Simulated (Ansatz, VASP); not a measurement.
Two plane-wave programs on Y

INCAR

```
PREC     = Accurate       # precision mode
ENCUT    = 520            # plane-wave cutoff, eV
EDIFF    = 1E-7           # SCF threshold, eV
ISMEAR   = -1             # smearing method
SIGMA    = 0.1            # smearing width, eV
LREAL    = F              # projectors in reciprocal space
LASPH    = T              # aspherical terms in the spheres
NELM     = 60             # most SCF steps
ALGO     = Normal         # electronic algorithm
ISIF     = 2              # what is computed and relaxed
LWAVE    = F              # write WAVECAR
LCHARG   = T              # write CHGCAR
GGA      = RP             # functional
LELF     = T              # ELF
LVHAR    = T            
NBANDS   = 12             # bands
```

KPOINTS

```
Automatic mesh
0
Gamma
  11 11 11
```

File POSCAR:

```
Y
1.0
    3.2794258401      0.0000000000      0.0000000000
    0.0000000000      3.2794258401      0.0000000000
    0.0000000000      0.0000000000      3.2794258401
Y
1
Direct
    0.0000000000      0.0000000000      0.0000000000
```

Input for Ansatz:

```yaml
crystal:
  lattice:
    - [3.2794258401, 0.0, 0.0]
    - [0.0, 3.2794258401, 0.0]
    - [0.0, 0.0, 3.2794258401]
  atoms:
    - { symbol: "Y", position: [0.0, 0.0, 0.0] }
hamiltonian:
  xc: rpbe
  pseudopotentials:
    kind: paw
    azcp:
      "Y": "pseudopotentials/Y.paw.azcp"
basis:
  ecutwfc: 420
  fft_grid_basis: typed
kpoints:
  mp_grid: { grid: [11, 11, 11], shift: [0, 0, 0] }
magnetization:
  spin_polarized: false
scf:
  occupations: { method: fermi_dirac, width: 0.1 }
  lower_state_search: "off"
output:
  stress: true
```

Alike in both runs: task single point; functional RPBE; k mesh 11 × 11 × 11; occupations fermi-dirac, width 0.1 eV; no spin polarisation.

|  | VASP | Ansatz |
| --- | --- | --- |
| version | VASP 6.6.1 | Ansatz 0.2.0 |
| potentials or method | VASP PAW PBE potentials, release 64 (Y_sv) | plane waves (420 eV) with PAW, scalar-relativistic |
| plane-wave cutoff (eV) | 520 | 420 |
| valence electrons in the cell | 11 | 11 |

```tsv
	VASP	Ansatz	Ansatz less VASP
pressure (GPa)	1.0	1.0	+0.03
```

Caveats: the PAW data sets were made with another functional, which shifts forces and pressure a little (VASP).
